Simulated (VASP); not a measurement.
# Ti, energy difference of two geometries: which settings are enough?

Ti, Im-3m (no. 229), 1 atom in the cell. PBEsol, energy difference of two geometries; PAW potentials Ti_sv (PBE set). VASP 6.6.1.

Wanted: energy difference within 2.5 meV/atom.

What the run is for: energy difference; Accuracy asked: screening; Second geometry: volume scaled by 0.94.

The series start from Plane-wave cutoff (eV): 360; Smearing width (eV): 0.1; k-point mesh: 16 × 16 × 16; Precision mode (PREC): Accurate; Electronic threshold (eV): 1e-6; Aspherical gradient terms in the spheres (LASPH): yes. Each series keeps the choices made before it, and each single choice may use up half of a tolerance. Times cover all steps of a run.

## Plane-wave cutoff (eV)

| Plane-wave cutoff (eV) | Energy difference (meV/atom) | Time (s) |
|---|---|---|
| 220 | -18.2 | 11 |
| 280 | -24.0 | 13 |
| 320 | -23.7 | 16 |
| 360 | -24.9 | 18 |
| 410 | -26.9 | 21 |
| 480 | -27.8 | 23 |
| 580 | -27.7 | 35 |
| 720 (reference) | -27.8 | 45 |

Chosen: 410, the loosest value from which every tighter one stays within half of the tolerance.

## Smearing width (eV)

| Smearing width (eV) | Energy difference (meV/atom) | Time (s) |
|---|---|---|
| 0.4 | -26.3 | 22 |
| 0.3 | -26.2 | 21 |
| 0.2 | -26.6 | 21 |
| 0.15 | -26.9 | 21 |
| 0.1 | -26.9 | 21 |
| 0.05 (reference) | -26.9 | 21 |

Chosen: 0.4.

## k-point mesh

| k-point mesh | Energy difference (meV/atom) | Time (s) |
|---|---|---|
| 5 × 5 × 5 | -36.9 | 3.7 |
| 7 × 7 × 7 | -20.1 | 5.0 |
| 8 × 8 × 8 | -27.4 | 6.3 |
| 10 × 10 × 10 | -25.2 | 8.7 |
| 13 × 13 × 13 | -26.3 | 13 |
| 16 × 16 × 16 | -26.3 | 22 |
| 19 × 19 × 19 | -26.4 | 31 |
| 22 × 22 × 22 | -26.4 | 45 |
| 26 × 26 × 26 (reference) | -26.4 | 68 |

Chosen: 8 × 8 × 8.

## Precision mode (PREC)

| Precision mode (PREC) | Energy difference (meV/atom) | Time (s) |
|---|---|---|
| Low | -30.8 | 3.9 |
| SingleN | -27.6 | 4.0 |
| Normal | -27.3 | 4.0 |
| Accurate (reference) | -27.4 | 6.3 |

Chosen: SingleN.

## Electronic threshold (eV)

| Electronic threshold (eV) | Energy difference (meV/atom) | Time (s) |
|---|---|---|
| 0.001 | -27.6 | 3.1 |
| 0.0001 | -27.6 | 3.5 |
| 1e-5 | -27.6 | 3.6 |
| 1e-6 | -27.6 | 4.0 |
| 1e-7 | -27.6 | 4.2 |
| 1e-8 (reference) | -27.6 | 4.8 |

Chosen: 0.001.

## Aspherical gradient terms in the spheres (LASPH)

| Aspherical gradient terms in the spheres (LASPH) | Energy difference (meV/atom) | Time (s) |
|---|---|---|
| yes | -27.6 | 3.1 |
| no | -27.6 | 2.4 |

Chosen: no; it saves 0.7 s of 3.1, so yes would do nearly as well.

## All choices together

| Input | Energy difference (meV/atom) | Time (s) |
|---|---|---|
| the program's defaults (naive) | -24.7 | 1.6 |
| chosen settings | -27.6 | 2.4 |
| reference settings throughout | -26.7 | 189 |

The tolerance is met.

## The input

INCAR:
```
SYSTEM = Ti
GGA = PS
ISMEAR = 1
SIGMA = 0.4
LWAVE = .False.
LCHARG = .False.
ISIF = 2
PREC = SingleN
LASPH = .False.
LREAL = .False.
ALGO = Normal
EDIFF = 0.001
NELM = 120
GGA_COMPAT = .False.
ENCUT = 410
```

KPOINTS:
```
Automatic mesh
0
Gamma
  8 8 8
  0 0 0
```

POSCAR.step1:
```
Ti
1.0
   -1.6410000000      1.6410000000      1.6410000000
    1.6410000000     -1.6410000000      1.6410000000
    1.6410000000      1.6410000000     -1.6410000000
Ti
1
Direct
    0.0000000000      0.0000000000      0.0000000000
```

POSCAR.step2:
```
Ti
1.0
   -1.6075008044      1.6075008044      1.6075008044
    1.6075008044     -1.6075008044      1.6075008044
    1.6075008044      1.6075008044     -1.6075008044
Ti
1
Direct
    0.0000000000      0.0000000000      0.0000000000
```

Commands (each step's output is kept before the next begins):
```
cat potpaw_PBE.64/Ti_sv/POTCAR > POTCAR
cp POSCAR.step1 POSCAR
mpirun -np 1 vasp_std > vasp.out
cp POSCAR.step2 POSCAR
mpirun -np 1 vasp_std > vasp.out
```

The naive input happens to agree within the tolerance here, in 1.6 s.

The chosen input took VASP 6.6.1 2.4 s on 1 core (AMD EPYC 7R13 (Zen 3)), a shared host.

## An input that fails: mixing far too strong

VASP's message: ERROR FEXCP: supplied Exchange-correletion table is too small, maximal index : 6154.

Changes against the starting input:
```
- NELM = 120
+ NELM = 87
+ IMIX = 1
+ AMIX = 2.5
+ BMIX = 0.0001
```
